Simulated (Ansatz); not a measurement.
K₂S (started from an entry of an open crystallographic database), relaxed with r2SCAN, was run in the PAW code Ansatz under altered settings. All numbers are computed, without spin polarisation but where a row says otherwise.

```xyz
3
Lattice="0.0000 3.7027 3.7027 3.7027 0.0000 3.7027 3.7027 3.7027 0.0000" Properties=species:S:1:pos:R:3 pbc="T T T"
K     1.8514    1.8514    1.8514
K     5.5541    5.5541    5.5541
S     0.0000    0.0000    0.0000
```

The base run's other keys:
```yaml
kpoints:
  mp_grid: { grid: [4, 4, 4] }
hamiltonian:
  xc: hse06
scf:
  occupations: { method: fixed }
  n_extra_bands: 4
```

It takes 11 iterations with 1989 plane waves at 420 eV and 8 k points, and leaves a mean stress of +0.14 GPa. The gap over this mesh is 3.309 eV. It ran on 4 threads of Arm Neoverse V1, on a shared host.

Outcomes, with energy and stress as changes against the base:

| setting | outcome | ΔF (meV/atom) | Δ mean stress (GPa) | gap on the mesh (eV) | iterations | wall time |
| --- | --- | --- | --- | --- | --- | --- |
| PBE hybrid, exx coeff 0.75, omega 0.5 1/Å | converged | – | -0.4 | 3.709 | 17 | 10 s |
| scf.exx.max_outer_iter: 2 | converged | 0.0 | 0.0 | 3.309 | 14 | 8 s |
| PBE hybrid, exx coeff 1.0, omega 0.1 1/Å | converged | – | -1.0 | 7.749 | 20 | 11 s |
| scf.occupations: cold 0.5 | converged | 0.0 | 0.0 | 3.309 | 14 | 8.3 s |
| scf.occupations: methfessel_paxton 0.001 | converged | 0.0 | 0.0 | 3.309 | 11 | 8 s |

A dash marks a value that wasn't obtained or can't be compared. Stress is positive in compression. The base took 8 s.

- PBE hybrid, exx coeff 0.75, omega 0.5 1/Å. That is 75 % exact exchange, screened with ω = 0.5 1/Å, against HSE06's 25 % screened at 0.208 1/Å. The mean stress moves by -0.4 GPa and the gap on the mesh by +0.400 eV (to 3.709). Totals of different functionals aren't comparable.
- PBE hybrid, exx coeff 1.0, omega 0.1 1/Å. That is 100 % exact exchange, screened with ω = 0.1 1/Å, against HSE06's 25 % screened at 0.208 1/Å. The mean stress moves by -1.0 GPa and the gap on the mesh by +4.439 eV (to 7.749). Totals of different functionals aren't comparable. The program warns that on this mesh the truncation of the exchange isn't bounded, so part of the change can be an error of the mesh.

Within 1 meV an atom, 0.1 GPa and 0.005 eV of the base stay: scf.exx.max_outer_iter: 2; scf.occupations: cold 0.5; scf.occupations: methfessel_paxton 0.001.

The program warns that its thresholds are loose for a hybrid's stress.

The meshes of the hybrids are coarse, so their gaps aren't converged to the digits shown.
